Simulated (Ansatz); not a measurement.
## One atom moved along a line in SiC

These are results of DFT r2SCAN, scalar-relativistic, plane waves, PAW in Ansatz 0.2.0, not measurements. Cutoff 500 eV, Γ-centred 12×12×6 k-points, Gaussian smearing of 0.05 eV. No spin polarisation. Energies are free energies at this smearing, counted from the undisturbed cell; pressure is positive in compression.

Zero of the scan (relaxed at this level):

```xyz
4
Lattice="3.0752 0.0000 0.0000 -1.5376 2.6632 0.0000 0.0000 0.0000 5.0482" Properties=species:S:1:pos:R:3 pbc="T T T"
Si    0.0000    1.7755    0.0232
Si    1.5376    0.8877    2.5473
C     0.0000    1.7755    1.9203
C     1.5376    0.8877    4.4444
```

Atom 3 (C) is moved by x along the Cartesian unit vector (-0.817, -0.471, 0.333); the cell and all other atoms stay fixed.

| x (Å) | ΔE (meV/cell) | force along x on the moved atoms (eV/Å) | pressure (GPa) | gap on the mesh (eV) |
| --- | --- | --- | --- | --- |
| -0.6000 | 1607.2 | 3.09 | 8.5 | 0.19 |
| -0.4000 | 947.6 | 3.40 | 5.6 | 1.14 |
| -0.2000 | 313.1 | 2.70 | 2.0 | 1.96 |
| 0.0000 | 0.0 | 0.00 | 0.0 | 2.65 |
| 0.2000 | 537.3 | -6.11 | 3.7 | 2.56 |
| 0.3000 | 1389.8 | ? | ? | 2.46 |
| 0.4000 | 2861.3 | -18.65 | 19.2 | 2.39 |
| 0.5000 | 5233.8 | -29.51 | ? | ? |
| 0.6000 | 8936.7 | -45.59 | 57.2 | 1.90 |

Task: Give the withheld values.

Result: force along x on the moved atoms (eV/Å) at x (Å) = 0.3000: -11.25; pressure (GPa) at x (Å) = 0.3000: 9.4; pressure (GPa) at x (Å) = 0.5000: 34.6; gap on the mesh (eV) at x (Å) = 0.5000: 2.12.